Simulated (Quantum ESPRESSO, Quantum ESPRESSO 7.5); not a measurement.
# H on fcc sites of Cu(111): a series in the coverage

What law, if any, do the results for H on fcc sites of Cu(111) follow against the coverage?

Method: plane-wave DFT, PBE, GBRV ultrasoft pseudopotentials, in Quantum ESPRESSO 7.5.

This is a report of a sequence of runs, with most program output left out.

## 1. Starting point

Symmetry: Fm-3m, No. 225, cubic system. Conventional cell: a = 3.610 Å, b = 3.610 Å, c = 3.610 Å, α = 90.00°, β = 90.00°, γ = 90.00°. Nearest to Cu lie 12 Cu at 2.55 Å.

Set-up: Slabs of 3 layers, covered on the upper face; adsorbates and the top layer relax in a periodic cell, the rest is held (the clean slab relaxes both outer layers); a run under open boundaries (ESM, bc1) gives both vacuum levels. Cells of one to 9 surface sites carry the coverages, on meshes of like density; cold smearing of 0.02 Ry. The slabs take the lattice constants of the bulk relaxed by the same program.

Members 0.1667, 0.25, 0.3333, 0.5 and 0.6667 took the same steps and show in the table alone.

## 2. Variable-cell relaxation of the reference

The bulk crystal is relaxed in cell and atoms; the members are built on its lattice constants.

ref.vc.in

```
&control
  prefix = 'ref.vc'
  outdir = './out'
  pseudo_dir = './pseudo'
  nstep = 40
  forc_conv_thr = 0.0003
  calculation = 'vc-relax'
/
&system
  ibrav = 0
  nat = 1
  ntyp = 1
  ecutwfc = 50
  ecutrho = 250
  occupations = 'smearing'
  smearing = 'mv'
  degauss = 0.02
/
&electrons
  conv_thr = 1e-09
  mixing_beta = 0.4
  electron_maxstep = 120
/
&ions
/
&cell
  press_conv_thr = 0.3
/
ATOMIC_SPECIES
  Cu  63.5460  cu_pbe_v1.2.uspp.F.UPF
CELL_PARAMETERS angstrom
  0.00000000000000 1.80500000000000 1.80500000000000
  1.80500000000000 0.00000000000000 1.80500000000000
  1.80500000000000 1.80500000000000 0.00000000000000
ATOMIC_POSITIONS crystal
  Cu  0.000000000000 0.000000000000 0.000000000000
K_POINTS automatic
  19 19 19 0 0 0
```

The run is started by

```bash
OMP_NUM_THREADS=1 mpirun -n 8 pw.x -nk 8 -in ref.vc.in > ref.vc.out
```

The job ended after 27 s (8 MPI ranks of Arm Neoverse V1, shared host; peak memory 0.42 GiB).

Relaxation path:

| step | energy less that of the first step (eV) | largest force (eV/Å) | volume (Å³) |
| --- | --- | --- | --- |
| 1 | 0.0000 | 0.0000 | 11.76 |
| 2 | -0.0004 | 0.0000 | 11.85 |
| 3 | -0.0004 | 0.0000 | 11.85 |
| 4 | -0.0004 | 0.0000 | 11.86 |
| 5 | -0.0004 | 0.0000 | 11.86 |
| 6 | -0.0013 | 0.0000 | 11.86 |

| conventional cell, symmetrised | before | after | change |
| --- | --- | --- | --- |
| a (Å) | 3.610 | 3.620 | +0.3 % |
| b (Å) | 3.610 | 3.620 | +0.3 % |
| c (Å) | 3.610 | 3.620 | +0.3 % |
| volume (Å³/atom) | 11.76 | 11.86 | +0.9 % |

The relaxed structure:

```
Cu
1.0
     0.00000    1.81011    1.81011
     1.81011    0.00000    1.81011
     1.81011    1.81011    0.00000
Cu
1
Direct
  0.00000 0.00000 0.00000
```

 The last row is no step: it is a fresh SCF in the final cell with a new plane-wave basis, -1 meV from the row before.

Read from the output:

* free energy: -5493.7590 eV
* Fermi energy: 16.04 eV

## 3. SCF with pw.x of the reference

A bulk run at that cell gives the reference energy and levels.

ref.bulk.in

```
&control
  prefix = 'ref.bulk'
  outdir = './out'
  pseudo_dir = './pseudo'
  calculation = 'scf'
  tprnfor = .true.
/
&system
  ibrav = 0
  nat = 1
  ntyp = 1
  ecutwfc = 40
  ecutrho = 200
  occupations = 'smearing'
  smearing = 'mv'
  degauss = 0.02
/
&electrons
  conv_thr = 1e-09
  mixing_beta = 0.4
  electron_maxstep = 120
/
ATOMIC_SPECIES
  Cu  63.5460  cu_pbe_v1.2.uspp.F.UPF
CELL_PARAMETERS angstrom
  0.00000000000000 1.81011467000000 1.81011467000000
  1.81011467000000 0.00000000000000 1.81011467000000
  1.81011467000000 1.81011467000000 0.00000000000000
ATOMIC_POSITIONS crystal
  Cu  0.000000000000 0.000000000000 0.000000000000
K_POINTS automatic
  19 19 19 0 0 0
```

The run is started by

```bash
OMP_NUM_THREADS=1 mpirun -n 8 pw.x -nk 8 -in ref.bulk.in > ref.bulk.out
```

The job ended after 3.1 s (8 MPI ranks; peak memory 0.38 GiB; 24 s of CPU time).

Read from the output:

* free energy: -5493.7368 eV

## 4. Relaxation with pw.x of the reference

The free molecule gives the reference for adsorption energies.

System of this step: H₂ molecule in a box. The cell holds 2 atoms: 2 H. Cell: a = 11.000 Å, b = 11.500 Å, c = 13.000 Å, α = 90.0°, β = 90.0°, γ = 90.0°. Vacuum lies along a, b and c.

ref.gas.in

```
&control
  prefix = 'ref.gas'
  outdir = './out'
  pseudo_dir = './pseudo'
  nstep = 40
  forc_conv_thr = 0.001
  calculation = 'relax'
/
&system
  ibrav = 0
  nat = 2
  ntyp = 1
  ecutwfc = 40
  ecutrho = 200
  occupations = 'smearing'
  smearing = 'gaussian'
  degauss = 0.002
/
&electrons
  conv_thr = 1e-07
  mixing_beta = 0.4
  electron_maxstep = 120
/
&ions
/
ATOMIC_SPECIES
  H   1.0080  h_pbe_v1.4.uspp.F.UPF
CELL_PARAMETERS angstrom
  11.00000000000000 0.00000000000000 0.00000000000000
  0.00000000000000 11.50000000000000 0.00000000000000
  0.00000000000000 0.00000000000000 13.00000000000000
ATOMIC_POSITIONS crystal
  H   0.500000000000 0.500000000000 0.471153846154
  H   0.500000000000 0.500000000000 0.528846153846
K_POINTS automatic
  1 1 1 0 0 0
```

The run is started by

```bash
OMP_NUM_THREADS=1 mpirun -n 8 pw.x -nk 1 -in ref.gas.in > ref.gas.out
```

Wall time 3.7 s (8 MPI ranks); peak memory 0.67 GiB; 29 s of CPU time.

The steps of the relaxation:

| step | energy less that of the first step (eV) | largest force (eV/Å) |
| --- | --- | --- |
| 1 | 0.0000 | 0.4258 |
| 2 | -0.0018 | 0.2065 |
| 3 | -0.0024 | 0.0075 |

Final coordinates:

```xyz
2
Lattice="11.0000 0.0000 0.0000 0.0000 11.5000 0.0000 0.0000 0.0000 13.0000" Properties=species:S:1:pos:R:3
H     5.5000    5.7500    6.1191
H     5.5000    5.7500    6.8809
```

The relaxation lowers the energy by 1 meV an atom.

This step gave:

```
free energy  : -31.70 eV
Fermi energy : -4.757 eV
```

## 5. Relaxing the ions, 0 ML

What the set-up leaves free in this member is relaxed.

System of this step: Cu(111), 3 layers, 1 sites a cell. The cell holds 3 atoms: 3 Cu. Cell: a = 2.560 Å, b = 2.560 Å, c = 18.220 Å, α = 90.0°, β = 90.0°, γ = 60.0°. It derives from Cu. Vacuum lies along c.

m0.relax.in

```
&control
  prefix = 'm0.relax'
  outdir = './out'
  pseudo_dir = './pseudo'
  nstep = 70
  forc_conv_thr = 0.0015
  calculation = 'relax'
/
&system
  ibrav = 0
  nat = 3
  ntyp = 1
  ecutwfc = 40
  ecutrho = 200
  occupations = 'smearing'
  smearing = 'mv'
  degauss = 0.02
/
&electrons
  conv_thr = 1e-07
  mixing_beta = 0.3
  electron_maxstep = 120
  mixing_mode = 'local-TF'
/
&ions
/
ATOMIC_SPECIES
  Cu  63.5460  cu_pbe_v1.2.uspp.F.UPF
CELL_PARAMETERS angstrom
  2.55988871576450 0.00000000000000 0.00000000000000
  1.27994435788225 2.21692865871318 0.00000000000000
  0.00000000000000 0.00000000000000 18.21995133859147
ATOMIC_POSITIONS crystal
  Cu  0.333333333300 0.333333333300 0.385282877812
  Cu  0.666666666700 0.666666666700 0.500000000000 0 0 0
  Cu  0.000000000000 0.000000000000 0.614717122188
K_POINTS automatic
  10 10 1 0 0 0
```

The run is started by

```bash
OMP_NUM_THREADS=1 mpirun -n 8 pw.x -nk 4 -in m0.relax.in > m0.relax.out
```

The job ended after 12 s (8 MPI ranks; peak memory 0.54 GiB; 92 s of CPU time).

The forces lay under the threshold from the start, so no ionic step was taken.

 On the free atoms the largest force ends at 0.004 eV/Å.

Numbers from this step:

```
free energy  : -16480.2598 eV
Fermi energy : 2.343 eV
```

## 6. Ground state, 0 ML

A run under open boundaries on these atoms gives the vacuum levels.

m0.esm.in

```
&control
  prefix = 'm0.esm'
  outdir = './out'
  pseudo_dir = './pseudo'
  calculation = 'scf'
  tprnfor = .true.
/
&system
  ibrav = 0
  nat = 3
  ntyp = 1
  ecutwfc = 40
  ecutrho = 200
  occupations = 'smearing'
  smearing = 'mv'
  degauss = 0.02
  assume_isolated = 'esm'
  esm_bc = 'bc1'
/
&electrons
  conv_thr = 1e-07
  mixing_beta = 0.25
  electron_maxstep = 160
  mixing_mode = 'local-TF'
  mixing_ndim = 12
/
ATOMIC_SPECIES
  Cu  63.5460  cu_pbe_v1.2.uspp.F.UPF
CELL_PARAMETERS angstrom
  2.55988871576450 0.00000000000000 0.00000000000000
  1.27994435788225 2.21692865871318 0.00000000000000
  0.00000000000000 0.00000000000000 18.21995133859147
ATOMIC_POSITIONS crystal
  Cu  0.333333275598 0.333333448803 -0.114717116091
  Cu  0.666666493462 0.666667013077 -0.000000007025
  Cu  0.000000000000 0.000000000000 0.114717116091
K_POINTS automatic
  10 10 1 0 0 0
```

The run is started by

```bash
OMP_NUM_THREADS=1 mpirun -n 8 pw.x -nk 4 -in m0.esm.in > m0.esm.out
```

It took 23 s on 8 MPI ranks; peak memory 0.53 GiB; 3.1 min of CPU time.

Numbers from this step:

- Fermi energy: -4.886 eV
- vacuum line at the lower end of the cell, over the Fermi level: 4.886 eV
- vacuum line at the upper end of the cell, over the Fermi level: 4.887 eV

Electrostatic potential energy of an electron; zero at the Fermi level. Table of potential energy, planar mean by z:

z (Å), potential energy, planar mean (eV) and a bar from the least value:
```
     -9.0        4.9 ##############################
     -8.5        4.9 ##############################
     -8.0        4.9 ##############################
     -7.5        4.9 ##############################
     -7.0        4.9 ##############################
     -6.5        4.9 ##############################
     -6.0        4.9 ##############################
     -5.5        4.9 ##############################
     -5.0        4.9 ##############################
     -4.5        4.8 ##############################
     -4.0        4.6 ##############################
     -3.5        3.8 #############################
     -3.0        0.8 ##########################
     -2.5      -12.2 ############
     -2.0      -22.9 #
     -1.5       -5.4 ###################
     -1.0        0.0 #########################
     -0.5       -8.9 ################
      0.0      -24.3 
      0.5       -8.9 ################
      1.0        0.0 #########################
      1.5       -5.4 ###################
      2.0      -22.9 #
      2.5      -12.2 ############
      3.0        0.8 ##########################
      3.5        3.8 #############################
      4.0        4.6 ##############################
      4.5        4.8 ##############################
      5.0        4.9 ##############################
      5.5        4.9 ##############################
      6.0        4.9 ##############################
      6.5        4.9 ##############################
      7.0        4.9 ##############################
      7.5        4.9 ##############################
      8.0        4.9 ##############################
      8.5        4.9 ##############################
      9.0        4.9 ##############################
```

The vacuum levels are read from the outermost 0.7 Å of the cell on either side.

Inside the slab this potential holds the local part of the pseudopotentials, which can be repulsive at the nuclei; only its value in the vacuum has a meaning of its own.

## 7. Relaxation with pw.x, 0.1111 ML

System of this step: Cu(111), 3 layers, 9 sites a cell, 1 H on fcc sites. The cell holds 28 atoms: 27 Cu and 1 H. Its edges and angles: a = 7.680 Å, b = 7.680 Å, c = 18.997 Å, α = 90.0°, β = 90.0°, γ = 60.0°. It derives from Cu. Vacuum lies along c.

m1.relax.in

```
&control
  prefix = 'm1.relax'
  outdir = './out'
  pseudo_dir = './pseudo'
  nstep = 70
  forc_conv_thr = 0.0015
  calculation = 'relax'
/
&system
  ibrav = 0
  nat = 28
  ntyp = 2
  ecutwfc = 40
  ecutrho = 200
  occupations = 'smearing'
  smearing = 'mv'
  degauss = 0.02
/
&electrons
  conv_thr = 1e-07
  mixing_beta = 0.3
  electron_maxstep = 120
  mixing_mode = 'local-TF'
/
&ions
/
ATOMIC_SPECIES
  Cu  63.5460  cu_pbe_v1.2.uspp.F.UPF
  H   1.0080  h_pbe_v1.4.uspp.F.UPF
CELL_PARAMETERS angstrom
  7.67966614729350 0.00000000000000 0.00000000000000
  3.83983307364675 6.65078597613953 0.00000000000000
  0.00000000000000 0.00000000000000 18.99674291439599
ATOMIC_POSITIONS crystal
  Cu  0.000000000000 0.000000000000 0.369528361622 0 0 0
  Cu  0.000000000000 0.333333333300 0.369528361622 0 0 0
  Cu  0.000000000000 0.666666666700 0.369528361622 0 0 0
  Cu  0.333333333300 0.000000000000 0.369528361622 0 0 0
  Cu  0.333333333300 0.333333333300 0.369528361622 0 0 0
  Cu  0.333333333300 0.666666666700 0.369528361622 0 0 0
  Cu  0.666666666700 0.000000000000 0.369528361622 0 0 0
  Cu  0.666666666700 0.333333333300 0.369528361622 0 0 0
[... 16 atom lines left out ...]
  Cu  0.555555555600 0.888888888900 0.589580861506
  Cu  0.555555555600 0.222222222200 0.589580861506
  Cu  0.555555555600 0.555555555600 0.589580861506
  H   0.000000000000 0.000000000000 0.630471638378
K_POINTS automatic
  4 4 1 0 0 0
```

The run is started by

```bash
OMP_NUM_THREADS=1 mpirun -n 8 pw.x -nk 1 -in m1.relax.in > m1.relax.out
```

Wall time 51 min (8 MPI ranks); peak memory 2.5 GiB; 6.7 h of CPU time.

Relaxation path:

| step | energy less that of the first step (eV) | largest force (eV/Å) |
| --- | --- | --- |
| 1 | 0.0000 | 0.5008 |
| 2 | -0.0137 | 0.4138 |
| 3 | -0.0237 | 0.3240 |
| 4 | -0.0321 | 0.2153 |
| 5 | -0.0364 | 0.1265 |
| 6 | -0.0382 | 0.1369 |
| 7 | -0.0403 | 0.1350 |
| 8 | -0.0433 | 0.1059 |
| 9 | -0.0461 | 0.0504 |
| 10 | -0.0466 | 0.0407 |

The atoms that moved most (Å):

| atom | dx | dy | dz | length |
| --- | --- | --- | --- | --- |
| H28 | 0.000 | 0.000 | 0.128 | 0.128 |
| Cu21 | 0.001 | -0.001 | -0.031 | 0.031 |
| Cu25 | 0.000 | 0.002 | -0.031 | 0.031 |
| Cu27 | -0.001 | -0.001 | -0.031 | 0.031 |
| Cu22 | 0.010 | -0.006 | 0.026 | 0.029 |
| Cu20 | 0.000 | 0.012 | 0.026 | 0.029 |
| Cu19 | -0.010 | -0.006 | 0.026 | 0.029 |
| Cu26 | -0.015 | 0.009 | -0.020 | 0.027 |

The relaxation lowers the energy by 2 meV an atom. On the free atoms the largest force ends at 0.041 eV/Å.

Numbers from this step:

```
free energy  : -148338.3529 eV
Fermi energy : 2.122 eV
```

## 8. Self-consistent run, 0.1111 ML

m1.esm.in

```
&control
  prefix = 'm1.esm'
  outdir = './out'
  pseudo_dir = './pseudo'
  calculation = 'scf'
  tprnfor = .true.
/
&system
  ibrav = 0
  nat = 28
  ntyp = 2
  ecutwfc = 40
  ecutrho = 200
  occupations = 'smearing'
  smearing = 'mv'
  degauss = 0.02
  assume_isolated = 'esm'
  esm_bc = 'bc1'
/
&electrons
  conv_thr = 1e-07
  mixing_beta = 0.25
  electron_maxstep = 160
  mixing_mode = 'local-TF'
  mixing_ndim = 12
/
ATOMIC_SPECIES
  Cu  63.5460  cu_pbe_v1.2.uspp.F.UPF
  H   1.0080  h_pbe_v1.4.uspp.F.UPF
CELL_PARAMETERS angstrom
  7.67966614729350 0.00000000000000 0.00000000000000
  3.83983307364675 6.65078597613953 0.00000000000000
  0.00000000000000 0.00000000000000 18.99674291439599
ATOMIC_POSITIONS crystal
  Cu  0.000000000000 0.000000000000 -0.133841490000
  Cu  -0.000000000000 0.333333333300 -0.133841490000
  Cu  -0.000000000000 0.666666666700 -0.133841490000
  Cu  0.333333333300 0.000000000000 -0.133841490000
  Cu  0.333333333300 0.333333333300 -0.133841490000
  Cu  0.333333333300 0.666666666700 -0.133841490000
  Cu  0.666666666700 0.000000000000 -0.133841490000
  Cu  0.666666666700 0.333333333300 -0.133841490000
[... 16 atom lines left out ...]
  Cu  0.555429465800 0.889141068600 0.084573735500
  Cu  0.552867317800 0.223566341100 0.085139384200
  Cu  0.555429465800 0.555429465800 0.084573735500
  H   0.000000000000 0.000000000000 0.133841490000
K_POINTS automatic
  4 4 1 0 0 0
```

The run is started by

```bash
OMP_NUM_THREADS=1 mpirun -n 8 pw.x -nk 1 -in m1.esm.in > m1.esm.out
```

Wall time 21 min (8 MPI ranks); peak memory 2.5 GiB; 2.8 h of CPU time.

This step gave:

| Quantity | Value |
| --- | --- |
| free energy | -148338.3524 eV |
| Fermi energy | -4.812 eV |
| vacuum line at the lower end of the cell, over the Fermi level | 4.816 eV |
| vacuum line at the upper end of the cell, over the Fermi level | 4.808 eV |

Inside the slab this potential holds the local part of the pseudopotentials, which can be repulsive at the nuclei; only its value in the vacuum has a meaning of its own.

## 9. Relaxation with pw.x, 0.75 ML

System of this step: Cu(111), 3 layers, 4 sites a cell, 3 H on fcc sites. The cell holds 15 atoms: 12 Cu and 3 H. Cell: a = 5.120 Å, b = 5.120 Å, c = 18.997 Å, α = 90.0°, β = 90.0°, γ = 60.0°. It derives from Cu. Vacuum lies along c.

m7.relax.in

```
&control
  prefix = 'm7.relax'
  outdir = './out'
  pseudo_dir = './pseudo'
  nstep = 70
  forc_conv_thr = 0.0015
  calculation = 'relax'
/
&system
  ibrav = 0
  nat = 15
  ntyp = 2
  ecutwfc = 40
  ecutrho = 200
  occupations = 'smearing'
  smearing = 'mv'
  degauss = 0.02
/
&electrons
  conv_thr = 1e-07
  mixing_beta = 0.3
  electron_maxstep = 120
  mixing_mode = 'local-TF'
/
&ions
/
ATOMIC_SPECIES
  Cu  63.5460  cu_pbe_v1.2.uspp.F.UPF
  H   1.0080  h_pbe_v1.4.uspp.F.UPF
CELL_PARAMETERS angstrom
  5.11977743152900 0.00000000000000 0.00000000000000
  2.55988871576450 4.43385731742636 0.00000000000000
  0.00000000000000 0.00000000000000 18.99674291439599
ATOMIC_POSITIONS crystal
  Cu  0.000000000000 0.500000000000 0.369528361622 0 0 0
  Cu  0.500000000000 0.000000000000 0.369528361622 0 0 0
  Cu  0.500000000000 0.500000000000 0.369528361622 0 0 0
  Cu  0.000000000000 0.000000000000 0.369528361622 0 0 0
  Cu  0.166666666700 0.666666666700 0.479554611564 0 0 0
  Cu  0.666666666700 0.166666666700 0.479554611564 0 0 0
  Cu  0.666666666700 0.666666666700 0.479554611564 0 0 0
  Cu  0.166666666700 0.166666666700 0.479554611564 0 0 0
  Cu  0.833333333300 0.333333333300 0.589580861506
  Cu  0.333333333300 0.833333333300 0.589580861506
  Cu  0.333333333300 0.333333333300 0.589580861506
  Cu  0.833333333300 0.833333333300 0.589580861506
  H   0.000000000000 0.500000000000 0.630471638378
  H   0.500000000000 0.000000000000 0.630471638378
  H   0.500000000000 0.500000000000 0.630471638378
K_POINTS automatic
  5 5 1 0 0 0
```

The run is started by

```bash
OMP_NUM_THREADS=1 mpirun -n 8 pw.x -nk 2 -in m7.relax.in > m7.relax.out
```

It took 13 min on 8 MPI ranks; peak memory 1.2 GiB.

Step by step:

| step | energy less that of the first step (eV) | largest force (eV/Å) |
| --- | --- | --- |
| 1 | 0.0000 | 0.4281 |
| 2 | -0.0177 | 0.3742 |
| 3 | -0.0320 | 0.3125 |
| 4 | -0.0464 | 0.2376 |
| 5 | -0.0596 | 0.2309 |
| 6 | -0.0688 | 0.2588 |
| 7 | -0.0769 | 0.2732 |
| 8 | -0.0855 | 0.2250 |
| 9 | -0.0941 | 0.1162 |
| 10 | -0.0959 | 0.0901 |
| 11 | -0.0967 | 0.0803 |
| 12 | -0.0974 | 0.0583 |
| 13 | -0.0979 | 0.0265 |

The atoms that moved most (Å):

| atom | dx | dy | dz | length |
| --- | --- | --- | --- | --- |
| H15 | 0.020 | 0.011 | 0.141 | 0.143 |
| H14 | 0.000 | -0.023 | 0.141 | 0.143 |
| H13 | -0.020 | 0.011 | 0.141 | 0.143 |
| Cu11 | 0.000 | 0.000 | 0.141 | 0.141 |
| Cu9 | 0.000 | -0.010 | 0.020 | 0.022 |
| Cu12 | 0.008 | 0.005 | 0.020 | 0.022 |
| Cu10 | -0.008 | 0.005 | 0.020 | 0.022 |

The relaxation lowers the energy by 7 meV an atom. On the free atoms the largest force ends at 0.027 eV/Å.

Read from the output:

| Property | Result |
| --- | --- |
| free energy | -65969.2137 eV |
| Fermi energy | 2.267 eV |

(Part 1 of 2 ends here.)

[Logs are printed without paths, hosts, clocks, repeated set-up lines and the standing remarks that a program may print on its own settings, such as how far it seeks lower states.]

[Hosts, paths, dates, database ids (printed as entryN), source tags and the programs' standing remarks are cut or masked in the printed files.]

[Maps of the electrostatic potential energy from Ansatz leave out the sawtooth potential of an applied field or a dipole correction, so their vacuum need not be flat; planar profiles and work functions include it.]
